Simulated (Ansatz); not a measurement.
Runs of Ansatz 0.2.0 on SiO2. It takes space group Imma (No. 74, orthorhombic). Conventional cell: a = 5.247 Å, b = 9.554 Å, c = 8.883 Å, α = 90.00°, β = 90.00°, γ = 90.00°. Si (site symmetry m) is surrounded by 4 O at 1.60 to 1.61 Å. O (site symmetry 2/m) is surrounded by 2 Si at 1.60 Å. Around O (site symmetry 2) lie 2 Si at 1.61 Å. Around O (site symmetry mm2) lie 2 Si at 1.61 Å. The cell comes from a database or a generator and needn't be the stable form of this composition.

| task | level | cell | k mesh | cutoff (eV) | gap on the mesh (eV) | pressure (GPa) | relaxed volume (Å³/atom) | largest force (eV/Å) |
| --- | --- | --- | --- | --- | --- | --- | --- | --- |
| relaxation of cell and atoms | RPBE+D3(BJ) | relaxed | 6 × 6 × 6 | 420 | 5.49 | 0.0 | 15.72 | - |
| relaxation of cell and atoms | PBE | relaxed | 6 × 6 × 6 | 420 | 5.39 | 0.0 | (a) | - |
| single point | PBE | as given | 6 × 6 × 6 | 500 | 5.49 | 3.4 | - | 0.30 |
| single point | PBE | as given | 8 × 8 × 8 | 420 | 5.49 | 3.4 | - | 0.30 |
| relaxation of cell and atoms | r2SCAN+rVV10 | relaxed | 6 × 6 × 6 | 500 | (b) | 0.0 | 18.07 | - |

Alike in all rows: potentials or basis Ansatz PAW; no spin polarisation; smearing fermi-dirac 0.05 eV.

Fill in the values left out.

(a) 19.01; (b) 6.00.

Caveats: the plane-wave basis is chosen anew once the cell has moved, so the energies of steps on either side of that aren't comparable (some runs); the PAW data sets come from PBE, with cores solved anew for the run's functional, which leaves a small shift of forces and pressure (some runs); the volume moved by over 15 % at a fixed basis, so the end points are rough (some runs).

A k mesh can miss the band edges.
